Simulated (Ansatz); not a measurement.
Density of states of Ca

```xyz
1
Lattice="-2.2400 2.2400 2.2400 2.2400 -2.2400 2.2400 2.2400 2.2400 -2.2400" Properties=species:S:1:pos:R:3 pbc="T T T"
Ca    0.0000    0.0000    0.0000
```

The structure is an experimental refinement, used without relaxation. It was measured hot, at 740 K.

Method: DFT, PBE, all-electron LAPW, scalar-relativistic in Ansatz 0.2.0.

Sampling and basis: a Γ-centred 10×10×10 k mesh, Fermi–Dirac smearing of 0.05 eV, basis error target 0.25 meV/atom, no spin polarisation.

States per eV and cell, averaged over 0.6 eV, from -4.0 to 1.2 eV, with energies (bin centres) from the Fermi level; empty bins are left out. 

| E (eV) | total |
| --- | --- |
| -3.8 | 0.07 |
| -3.2 | 0.23 |
| -2.6 | 0.34 |
| -2.0 | 0.46 |
| -1.4 | 0.62 |
| -0.8 | 0.88 |
| -0.2 | 0.91 |
| 0.4 | 1.95 |
| 1.0 | 1.83 |
